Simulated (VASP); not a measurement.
# Li (Im-3m) in VASP: notebook

The runs below take Li through single point, relaxation of cell and atoms, with PBE.

Program: VASP 6.6.1. These are calculated values, not measurements. Logs are shortened: lines on timing, memory, paths and dates and some standing lists are left out, and cuts for length are marked.

## (1) Starting point

The structure is cubic, space group Im-3m (No. 229). Conventional cell: a = 3.432 Å, b = 3.432 Å, c = 3.432 Å, α = 90.00°, β = 90.00°, γ = 90.00°. Li (site symmetry m-3m) has 8 Li at 2.97 Å as nearest neighbours.

## (2) Single point, PBE

INCAR

```
PREC     = Accurate       # precision mode
ENCUT    = 520            # plane-wave cutoff, eV
EDIFF    = 1E-7           # SCF threshold, eV
ISMEAR   = 0              # smearing method
SIGMA    = 0.1            # smearing width, eV
LREAL    = F              # projectors in reciprocal space
LASPH    = T              # aspherical terms in the spheres
NELM     = 100            # most SCF steps
ALGO     = Fast           # electronic algorithm
ISIF     = 2              # what is computed and relaxed
LWAVE    = F              # write WAVECAR
LCHARG   = T              # write CHGCAR
GGA      = PE             # functional
LELF     = T              # ELF
LVHAR    = T            
NBANDS   = 8              # bands
```

KPOINTS

```
Automatic mesh
0
Gamma
  16 16 16
```

POSCAR

```
Li
1.0
   -1.7158076012      1.7158076012      1.7158076012
    1.7158076012     -1.7158076012      1.7158076012
    1.7158076012      1.7158076012     -1.7158076012
Li
1
Direct
    0.0000000000      0.0000000000      0.0000000000
```

Potentials or basis: VASP PAW PBE potentials, release 64 (Li_sv).

Started as:

```
$ cat potpaw_PBE.64/Li_sv/POTCAR > POTCAR
$ mpirun -np 1 vasp_std > vasp.out
```

OUTCAR:

```text
PREC = Accurate
   ENCUT = 520
   EDIFF = 1E-7
   ISMEAR = 0
   LREAL = F
   LASPH = T
   NELM = 100
   ISIF = 2
   GGA = PE

 ion  position               nearest neighbor table
   1  0.000  0.000  0.000-

  LATTYP: Found a body centered cubic cell.
 ALAT       =     3.4316152024

  Lattice vectors:

 A1 = (  -1.7158076012,   1.7158076012,   1.7158076012)
 A2 = (   1.7158076012,  -1.7158076012,   1.7158076012)
 A3 = (   1.7158076012,   1.7158076012,  -1.7158076012)

Analysis of symmetry for initial positions (statically):
=====================================================================
 Subroutine PRICEL returns:
 Original cell was already a primitive cell.

 Routine SETGRP: Setting up the symmetry group for a
 body centered cubic supercell.

 Subroutine GETGRP returns: Found 48 space group operations
 (whereof 48 operations were pure point group operations)
 out of a pool of 48 trial point group operations.

The static configuration has the point symmetry O_h .

Analysis of symmetry for dynamics (positions and initial velocities):
=====================================================================
 Subroutine PRICEL returns:
 Original cell was already a primitive cell.

 Routine SETGRP: Setting up the symmetry group for a
 body centered cubic supercell.

 Subroutine GETGRP returns: Found 48 space group operations
 (whereof 48 operations were pure point group operations)
 out of a pool of 48 trial point group operations.

The dynamic configuration has the point symmetry O_h .

 Subroutine INISYM returns: Found 48 space group operations
 (whereof 48 operations are pure point group operations),
 and found     1 'primitive' translations

----------------------------------------------------------------------------------------

                                     Primitive cell

  volume of cell :      20.2053

  direct lattice vectors                    reciprocal lattice vectors
    -1.715807601  1.715807601  1.715807601     0.000000000  0.291407964  0.291407964
     1.715807601 -1.715807601  1.715807601     0.291407964  0.000000000  0.291407964
     1.715807601  1.715807601 -1.715807601     0.291407964  0.291407964  0.000000000

  length of vectors
     2.971865941  2.971865941  2.971865941     0.412113095  0.412113095  0.412113095

  position of ions in fractional coordinates (direct lattice)
     0.000000000  0.000000000  0.000000000

  ion indices of the primitive-cell ions
[... 78 lines left out ...]
   IBRION =     -1    ionic relax: 0-MD 1-quasi-New 2-CG
   NFREE  =      0    steps in history (QN), initial steepest desc. (CG)
   ISIF   =      2    stress and relaxation
   ISYM   =      2    0-nonsym 1-usesym 2-fastsym
   POTIM  = 0.5000    time-step for ionic-motion
   TEBEG  =    0.0;   TEEND  =   0.0 temperature during run
   PSTRESS=    0.0 pullay stress
   NELECT =       3.0000    total number of electrons
   NUPDOWN=      -1.0000    fix difference up-down
   EMIN   =  10.00;   EMAX   =-10.00  energy-range for DOS
   EFERMI =   0.00;   METHOD = LEGACY
   ISMEAR =     0;   SIGMA  =   0.10  broadening in eV -4-tet -1-fermi 0-gaus
   EFERMI_NEDOS =   21; number of points for ismear=-14 and -15
   IALGO  =     68    algorithm
   IMIX   =      4    mixing-type and parameters
     AMIX     =   0.40;   BMIX     =  1.00
     AMIX_MAG =   1.60;   BMIX_MAG =  1.00
  volume/ion in A,a.u.               =      20.21       136.35
  Fermi-wavevector in a.u.,A,eV,Ry     =   0.866882  1.638169 10.224567  0.751484
  Thomas-Fermi vector in A             =   1.985335
   LORBIT       =      0    0 simple, 1 ext, 2 COOP (PROOUT), +10 PAW based schemes
   GGA     = PE    functional components
   LHFCALC =     F    Hartree Fock is set to
   AEXX    =    0.0000 exact exchange contribution
   IVDW    =     0    specifies the selected vdW correction
   LEPSILON=     F    determine dielectric tensor
   LRPA    =     F    only Hartree local field effects (RPA)
 non-spin polarized calculation
 RMM-DIIS sequential band-by-band and
 Gauss-broadening in eV      SIGMA  =   0.10
  energy-cutoff  :      520.00
  volume of cell :       20.21
 maximum number of plane-waves:       560
 NGX is ok and might be reduce to    24
   NGX = 11   NGY = 11   NGZ = 11

 number of electron       3.0000001 magnetization

 Free energy of the ion-electron system (eV)
  ---------------------------------------------------
  ext. energy  EPLUGINS =         0.00000000
  ---------------------------------------------------
  free energy    TOTEN  =        -1.90597828 eV

  energy without entropy =       -1.90309334  energy(sigma->0) =       -1.90453581

 E-fermi :   0.6269     XC(G=0):  -7.0520

 val. band max:        0.6052386179   @ k =   0.2500   0.2500   0.0000
 cond. band min:       0.6395128761   @ k =   0.3125   0.1875   0.0000
 fundamental gap:      0.0342742582
 Fermi energy:         0.6269207731

 k-point     1 :       0.0000    0.0000    0.0000
  band No.  band energies     occupation
      1     -45.8891      2.00000
      2      -2.9304      2.00000
      3      15.2726      0.00000
      4      15.2726      0.00000
      5      15.2726      0.00000
      6      20.0505      0.00000
      7      20.0505      0.00000
      8      20.0505      0.00000
[... 243 lines left out ...]
 k-point    24 :       0.2500    0.1875   -0.0000
  band No.  band energies     occupation
      1     -45.8716      2.00000
      2      -0.1953      2.00000
      3       6.6391      0.00000
      4       8.8553      0.00000
      5      11.8327      0.00000
      6      17.7056      0.00000
      7      18.5253      0.00000
      8      21.9906      0.00000

 [... further k-points ...]

------------------------ aborting loop because EDIFF is reached ----------------------------------------

  FORCE on cell =-STRESS in cart. coord.  units (eV):
  Direction    XX          YY          ZZ          XY          YZ          ZX
  --------------------------------------------------------------------------------------
  -------------------------------------------------------------------------------------
  Total       -0.0040193     -0.0040193     -0.0040193     -0.0000000     -0.0000000     -0.0000000
  in kB       -0.3187117     -0.3187117     -0.3187117     -0.0000000     -0.0000000     -0.0000000
  external PRESSURE =      -0.3187117 kB  Pullay stress =       0.0000000 kB

 VOLUME and BASIS-vectors are now :
 -----------------------------------------------------------------------------
  energy-cutoff  :      520.00
  volume of cell :       20.21
      direct lattice vectors                 reciprocal lattice vectors
    -1.715807601  1.715807601  1.715807601     0.000000000  0.291407964  0.291407964
     1.715807601 -1.715807601  1.715807601     0.291407964  0.000000000  0.291407964
     1.715807601  1.715807601 -1.715807601     0.291407964  0.291407964  0.000000000

 POSITION                                       TOTAL-FORCE (eV/Angst)
 -----------------------------------------------------------------------------------
      0.00000      0.00000      0.00000        -0.000000      0.000000      0.000000
 -----------------------------------------------------------------------------------
    total drift:                                0.000000      0.000000     -0.000000

  FREE ENERGIE OF THE ION-ELECTRON SYSTEM (eV)
  ---------------------------------------------------
  free  energy   TOTEN  =        -1.9059782793 eV

  energy  without entropy=       -1.9030933365  energy(sigma->0) =       -1.90453581
```

Run time: 15 s. Hardware: 1 thread of Intel Xeon Platinum 8559C (Emerald Rapids), shared host; peak memory 0.13 GiB.

Results:

| Quantity | Value |
| --- | --- |
| Free energy | -1.9060 eV |
| Band gap on the k mesh | none (metal or under the smearing width) |

Caveat: the cutoff is under 1.25 times the usual one of these potentials, so pressure, stress and relaxed cells hold a basis-set (Pulay) error.

## (3) Relaxation of cell and atoms, PBE

This run uses another cell than the first one, of 21.61 Å³/atom, 1.069 times its volume.

INCAR

```
ALGO = Normal
EDIFF = 1E-7
EDIFFG = -0.005
ENCUT = 600
GGA = PE
IBRION = 2
ISIF = 3
ISMEAR = 0
LASPH = True
LCHARG = False
LREAL = False
LWAVE = False
NELM = 80
NSW = 100
PREC = Accurate
SIGMA = 0.1
```

KPOINTS

```
k-points
0
Gamma
  16 16 16
```

POSCAR

```
Li
1.0
   -1.7546500000      1.7546500000      1.7546500000
    1.7546500000     -1.7546500000      1.7546500000
    1.7546500000      1.7546500000     -1.7546500000
Li
1
Direct
    0.0000000000      0.0000000000      0.0000000000
```

Potentials or basis: VASP PAW PBE potentials, release 64 (Li_sv).

Started as:

```
$ cat potpaw_PBE.64/Li_sv/POTCAR > POTCAR
$ mpirun -np 1 vasp_std > vasp.out
```

Wall time 15 s (1 thread of Intel Xeon Platinum 8559C (Emerald Rapids), shared host); peak memory 0.13 GiB.

It converged, with:

```
Free energy                            : -1.9072 eV
Relaxed volume                         : 20.03 Å³/atom
Relaxed cell                           : a = 2.963 Å, b = 2.963 Å, c = 2.963 Å, α = 109.47°, β = 109.47°, γ = 109.47°
Space group after relaxing (to 0.05 Å) : Im-3m (No. 229)
Energy gained by relaxing              : 4.7 meV/atom
Ionic steps                            : 4
Pressure after relaxing                : 0.0 GPa
Band gap on the k mesh                 : none (metal or under the smearing width)
```

Step by step:
| step | energy change (eV) | largest force (eV/Å) | pressure (GPa) | volume (Å³) |
| --- | --- | --- | --- | --- |
| 1 | 0.0000 | 0.0000 | -0.90 | 21.61 |
| 2 | -0.0019 | 0.0000 | -0.71 | 21.23 |
| 3 | -0.0047 | 0.0000 | -0.08 | 20.16 |
| 4 | -0.0047 | 0.0000 | 0.01 | 20.03 |

Final structure:
```
Li
1.0
    -1.71073    1.71073    1.71073
     1.71073   -1.71073    1.71073
     1.71073    1.71073   -1.71073
Li
1
Direct
  0.00000 0.00000 0.00000
```

Levels at points of the mesh, in eV from the Fermi level:
| k point | band 1 | band 2 | band 3 | band 4 | band 5 |
| --- | --- | --- | --- | --- | --- |
| (0.00, 0.00, 0.00) | -46.50 | -3.57 | 14.74 | 14.74 | 14.74 |
| (0.50, 0.00, 0.00) | -46.48 | 0.25 | 3.30 | 10.46 | 11.94 |
| (0.50, 0.50, 0.50) | -46.46 | 5.57 | 5.57 | 5.57 | 7.84 |

Caveat: the cutoff is under 1.25 times the usual one of these potentials, so pressure, stress and relaxed cells hold a basis-set (Pulay) error.

## (4) Single point, PBE

This run uses another cell than the first one, of 21.61 Å³/atom, 1.069 times its volume.

INCAR

```
SYSTEM = Li
ALGO = Normal
EDIFF = 1E-6
ENCUT = 520
GGA = PE
ISIF = 2
ISMEAR = 0
LASPH = .TRUE.
LCHARG = .TRUE.
LELF = .TRUE.
LREAL = .FALSE.
LVHAR = .TRUE.
LWAVE = .FALSE.
NBANDS = 8
NELM = 100
PREC = Accurate
SIGMA = 0.1
```

KPOINTS

```
k-points
0
G
  8 8 8
  0 0 0
```

POSCAR is that of step 3.

Potentials or basis: VASP PAW PBE potentials, release 64 (Li_sv).

Started as:

```
$ cat potpaw_PBE.64/Li_sv/POTCAR > POTCAR
$ mpirun -np 1 vasp_std > vasp.out
```

OUTCAR:

```text
SYSTEM = Li
   EDIFF = 1E-6
   ENCUT = 520
   GGA = PE
   ISIF = 2
   ISMEAR = 0
   LASPH = .TRUE.
   LREAL = .FALSE.
   NELM = 100
   PREC = Accurate

 ion  position               nearest neighbor table
   1  0.000  0.000  0.000-

  LATTYP: Found a body centered cubic cell.
 ALAT       =     3.5093000000

  Lattice vectors:

 A1 = (  -1.7546500000,   1.7546500000,   1.7546500000)
 A2 = (   1.7546500000,  -1.7546500000,   1.7546500000)
 A3 = (   1.7546500000,   1.7546500000,  -1.7546500000)

Analysis of symmetry for initial positions (statically):
=====================================================================
 Subroutine PRICEL returns:
 Original cell was already a primitive cell.

 Routine SETGRP: Setting up the symmetry group for a
 body centered cubic supercell.

 Subroutine GETGRP returns: Found 48 space group operations
 (whereof 48 operations were pure point group operations)
 out of a pool of 48 trial point group operations.

The static configuration has the point symmetry O_h .

Analysis of symmetry for dynamics (positions and initial velocities):
=====================================================================
 Subroutine PRICEL returns:
 Original cell was already a primitive cell.

 Routine SETGRP: Setting up the symmetry group for a
 body centered cubic supercell.

 Subroutine GETGRP returns: Found 48 space group operations
 (whereof 48 operations were pure point group operations)
 out of a pool of 48 trial point group operations.

The dynamic configuration has the point symmetry O_h .

 Subroutine INISYM returns: Found 48 space group operations
 (whereof 48 operations are pure point group operations),
 and found     1 'primitive' translations

----------------------------------------------------------------------------------------

[... 111 lines left out ...]
  volume/ion in A,a.u.               =      21.61       145.82
  Fermi-wavevector in a.u.,A,eV,Ry     =   0.847692  1.601906  9.776898  0.718582
  Thomas-Fermi vector in A             =   1.963238
   LORBIT       =      0    0 simple, 1 ext, 2 COOP (PROOUT), +10 PAW based schemes
   GGA     = PE    functional components
   LHFCALC =     F    Hartree Fock is set to
   AEXX    =    0.0000 exact exchange contribution
   IVDW    =     0    specifies the selected vdW correction
   LEPSILON=     F    determine dielectric tensor
   LRPA    =     F    only Hartree local field effects (RPA)
 non-spin polarized calculation
 Gauss-broadening in eV      SIGMA  =   0.10
  energy-cutoff  :      520.00
  volume of cell :       21.61
 maximum number of plane-waves:       603
   NGX = 11   NGY = 11   NGZ = 11

 number of electron       2.9999991 magnetization

 Free energy of the ion-electron system (eV)
  ---------------------------------------------------
  ext. energy  EPLUGINS =         0.00000000
  ---------------------------------------------------
  free energy    TOTEN  =        -1.89207380 eV

  energy without entropy =       -1.88669126  energy(sigma->0) =       -1.88938253

 E-fermi :   0.4941     XC(G=0):  -6.8904

 val. band max:        0.4181611231   @ k =   0.2500   0.2500   0.0000
 cond. band min:       0.5495016505   @ k =   0.3750   0.1250   0.0000
 fundamental gap:      0.1313405274
 Fermi energy:         0.4940535584

 k-point     1 :       0.0000    0.0000    0.0000
  band No.  band energies     occupation
      1     -46.1892      2.00000
      2      -3.0244      2.00000
      3      14.4012      0.00000
      4      14.4012      0.00000
      5      14.4012      0.00000
      6      19.0442      0.00000
      7      19.0442      0.00000
      8      19.0442      0.00000
[... 243 lines left out ...]
 k-point    24 :      -0.3750    0.3750    0.2500
  band No.  band energies     occupation
      1     -46.1708      2.00000
      2       0.7915      0.00003
      3       6.1038      0.00000
      4       7.5583      0.00000
      5      10.8422      0.00000
      6      12.6967      0.00000
      7      17.0054      0.00000
      8      20.0141      0.00000

 [... further k-points ...]

------------------------ aborting loop because EDIFF is reached ----------------------------------------

  FORCE on cell =-STRESS in cart. coord.  units (eV):
  Direction    XX          YY          ZZ          XY          YZ          ZX
  --------------------------------------------------------------------------------------
  -------------------------------------------------------------------------------------
  Total       -0.1102681     -0.1102681     -0.1102681      0.0000000      0.0000000     -0.0000000
  in kB       -8.1757774     -8.1757774     -8.1757774      0.0000000      0.0000000     -0.0000000
  external PRESSURE =      -8.1757774 kB  Pullay stress =       0.0000000 kB

 VOLUME and BASIS-vectors are now :
 -----------------------------------------------------------------------------
  energy-cutoff  :      520.00
  volume of cell :       21.61
      direct lattice vectors                 reciprocal lattice vectors
    -1.754650000  1.754650000  1.754650000     0.000000000  0.284957114  0.284957114
     1.754650000 -1.754650000  1.754650000     0.284957114  0.000000000  0.284957114
     1.754650000  1.754650000 -1.754650000     0.284957114  0.284957114  0.000000000

 POSITION                                       TOTAL-FORCE (eV/Angst)
 -----------------------------------------------------------------------------------
      0.00000      0.00000      0.00000        -0.000000      0.000000      0.000000
 -----------------------------------------------------------------------------------
    total drift:                                0.000000      0.000000      0.000000

  FREE ENERGIE OF THE ION-ELECTRON SYSTEM (eV)
  ---------------------------------------------------
  free  energy   TOTEN  =        -1.8920737963 eV

  energy  without entropy=       -1.8866912560  energy(sigma->0) =       -1.88938253
```

OSZICAR:

```text
N       E                     dE             d eps       ncg     rms          rms(c)
DAV:   1     0.370692517696E-01    0.37069E-01   -0.74605E+02   464   0.264E+02
DAV:   2    -0.187624603002E+01   -0.19133E+01   -0.18905E+01   696   0.354E+01
DAV:   3    -0.189359743027E+01   -0.17351E-01   -0.17299E-01   512   0.283E+00
DAV:   4    -0.189382849969E+01   -0.23107E-03   -0.23106E-03   728   0.291E-01
DAV:   5    -0.189382872596E+01   -0.22627E-06   -0.22621E-06   504   0.870E-03    0.253E-01
DAV:   6    -0.189267299723E+01    0.11557E-02   -0.27648E-04   792   0.699E-02    0.143E-01
DAV:   7    -0.189207695773E+01    0.59604E-03   -0.64147E-04   744   0.101E-01    0.266E-02
DAV:   8    -0.189207985805E+01   -0.29003E-05   -0.92515E-06   536   0.209E-02    0.137E-03
DAV:   9    -0.189207553733E+01    0.43207E-05   -0.27042E-07   416   0.486E-03    0.349E-04
DAV:  10    -0.189207396358E+01    0.15737E-05   -0.35713E-08   264   0.171E-03    0.117E-04
DAV:  11    -0.189207379625E+01    0.16733E-06   -0.10680E-08   264   0.860E-04
   1 F= -.18920738E+01 E0= -.18893825E+01  d E =-.538254E-02
```

Wall time 3.2 s (1 thread of Intel Xeon Platinum 8559C (Emerald Rapids), shared host); peak memory 0.12 GiB.

Results:

```yaml
Free_energy: -1.8921 eV
Band_gap_on_the_k_mesh: none (metal or under the smearing width)
```

Caveat: the cutoff is under 1.25 times the usual one of these potentials, so pressure, stress and relaxed cells hold a basis-set (Pulay) error.

(Part 1 of 2 ends here.)
